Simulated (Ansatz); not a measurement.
Starting cell, CsCl (CsCl type):

```
CsCl
1.0
    8.41177     0.00000     0.00000
    4.20589     4.20589     0.00000
    0.00000     0.00000     4.20589
Cs Cl
2 2
Direct
  0.00000   0.00000   0.00000
  0.50000   0.00000   0.00000
  0.00000   0.50000   0.50000
  0.50000   0.50000   0.50000
```

A phonon eigenvector at M = (0.5, 0.5, 0.0) is frozen into this cell: atom i moves by Q times the vector below, so Q is the largest atomic displacement, in Å. The cell is held. (q is in reciprocal vectors of the primitive cell; the cell shown is doubled to hold the pattern.)

```json
[
 {"atom": "Cs1", "x": "0.000", "y": "0.000", "z": "1.000"},
 {"atom": "Cs2", "x": "0.000", "y": "0.000", "z": "-1.000"}
]
```

Atoms not listed stay in place.

Method: PBE (plane waves to 420 eV, PAW, scalar-relativistic; Ansatz, a quantum-chemistry and plane-wave program). k mesh 8×8×8 (Γ-centred), Fermi-Dirac smearing 0.05 eV. E stands for the smeared free energy. CsCl was relaxed with its symmetry unable to fall. ΔE is measured from the undisplaced structure.

```tsv
Q (Å)	ΔE (meV/cell)
-0.1000	withheld
-0.0833	1.9
-0.0667	1.2
-0.0500	0.7
-0.0333	0.3
-0.0167	0.1
0.0000	0.0
0.0167	0.1
0.0333	0.3
0.0500	0.7
0.0667	1.2
0.0833	1.9
0.1000	withheld
```

**Question.** Fit an even polynomial form (powers 2, 4) to the given rows and predict ΔE at Q = 0.1000.

**Answer.** Least squares on the 11 given rows: ΔE = (274.3)·Q² + (-178.3)·Q⁴, in meV/cell with Q in Å; root-mean-square residual 0.01 meV/cell. At 0.1000 the fit gives 2.7 meV/cell; the calculation gives 2.8 meV/cell, so the extrapolation is off by -0.1 (-3.6 %). The quadratic term alone would give 2.7 meV/cell.

(A displaced cell: forces are minus the slopes of the energy, force constants its curvatures, and phonons follow from these.)
